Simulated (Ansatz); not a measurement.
CaO in the rocksalt structure, relaxed with r2SCAN in the PAW code Ansatz. Space group Fm-3m (No. 225), cubic; conventional cell a = 4.795 Å, 13.78 Å³ an atom. Around Ca lie 6 O at 2.40 Å; around O lie 6 Ca at 2.40 Å.

The axes x, y and z are those of this cell:
```yaml
crystal:
  lattice:
    - [0.00000, 2.39755, 2.39755]
    - [2.39755, 0.00000, 2.39755]
    - [2.39755, 2.39755, 0.00000]
  atoms:
    - { symbol: Ca, position: [0.00000, 0.00000, 0.00000] }
    - { symbol: O, position: [0.50000, 0.50000, 0.50000] }
```

Unstrained: The PBE gap is indirect, 3.653 eV (Γ to X), below the direct gap of 4.025 eV at X. The r2SCAN gap is indirect, 4.199 eV (Γ to X), below the direct gap of 4.574 eV at X. With HSE06 the valence top lies at Γ and the conduction bottom at X, 5.312 eV higher; the smallest vertical gap, at X, is 5.733 eV. Meshes: PBE 10×10×10, r2SCAN 10×10×10, HSE06 6×6×6. Strains are changes of length per length. After each strain the atoms were relaxed again with r2SCAN within the symmetry that the strain leaves, so tilts or polar shifts that break it weren't tested; points keep the names that they have in the unstrained zone. The values are computed, spin-unpolarised, and not measurements.

(1) One strain changed the r2SCAN stress by xx -3.53, yy -3.53, zz 0.00 GPa (compression positive) and the gap by -0.076 eV (PBE), -0.081 eV (r2SCAN), -0.074 eV (HSE06). Which kind of strain was it, and roughly how large?

(2) Apply epitaxial -1.64 % in the plane normal to [111], free normal strain +0.93 %. How far does the gap move, against the unstrained cell?

(3) Estimate what biaxial -0.54 % in x and y, z held does to the gap.

Answers

(1) Epitaxial +1.5 % in the xy plane, free normal strain -0.75 %. The pattern of the stress gives the kind; the size needs the stiffness, so it is an estimate.

(2) PBE: the gap goes from 3.653 to 3.610 eV (-0.043 eV); with r2SCAN the top three valence levels at Γ, degenerate before, become 2+1 from the top over 91 meV. r2SCAN: the gap goes from 4.199 to 4.156 eV (-0.043 eV). HSE06: the gap goes from 5.312 to 5.273 eV (-0.039 eV). The r2SCAN energy rises by 5.9 meV an atom.

(3) PBE: the gap goes from 3.653 to 3.640 eV (-0.013 eV); with r2SCAN the top three valence levels at Γ, degenerate before, become 2+1 from the top over 14 meV. r2SCAN: the gap goes from 4.199 to 4.186 eV (-0.013 eV). HSE06: the gap goes from 5.312 to 5.302 eV (-0.010 eV). The r2SCAN energy rises by 0.7 meV an atom.

The meshes of the hybrids are coarse, so their gaps aren't converged to the digits shown.

The splittings at Γ are without spin-orbit coupling, which regroups them where it is of like size or larger.
